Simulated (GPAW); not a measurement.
The system is PtS2.

```
Pt S
1.0
     3.54320    0.00000    0.00000
    -1.77160    3.06850    0.00000
     0.00000    0.00000    5.03880
Pt S
1 2
Direct
  0.00000 0.00000 0.00000
  0.66667 0.33333 0.77300
  0.33333 0.66667 0.22700
```

Program: GPAW 26.7.0. Alike in all runs: cell as given; smearing fermi-dirac 0.05 eV.

Task: Order these runs on this cell by their pressure, lowest first.
A. level LDA; potentials or basis the program's PAW data sets (release 1.2.1) made for this functional, pw; spin off; k mesh 7 × 7 × 4; cutoff (eV) 450; maxiter 120; convergence default
B. level PBEsol; potentials or basis PAW data sets generated in the run's folder for this functional, pw; spin SOC, no magnetisation; k mesh 9 × 9 × 5; cutoff (eV) 600; maxiter 150; band path GMKGALHA,LM,KH; band points 60; spin axis theta (degrees) 54.7
C. level r2SCAN; potentials or basis GPAW PAW data sets (gpaw-data 1.2.1), pw; spin off; k mesh 7 × 7 × 4; cutoff (eV) 600; maxiter 150; band path GMKGALHA,LM,KH; band points 60

Result: A (2.8 GPa), B (6.4 GPa), C (9.2 GPa).

Caveats: the PAW data sets were made with another functional, which shifts forces and pressure a little (some runs); the cutoff is short for stress and forces, so pressures can be off by a GPa or more (some runs); spin-orbit coupling was added after a scalar SCF, so levels and gaps hold it while energy, forces, pressure and moments don't (some runs).

Runs at the PBE level aren't shown here.
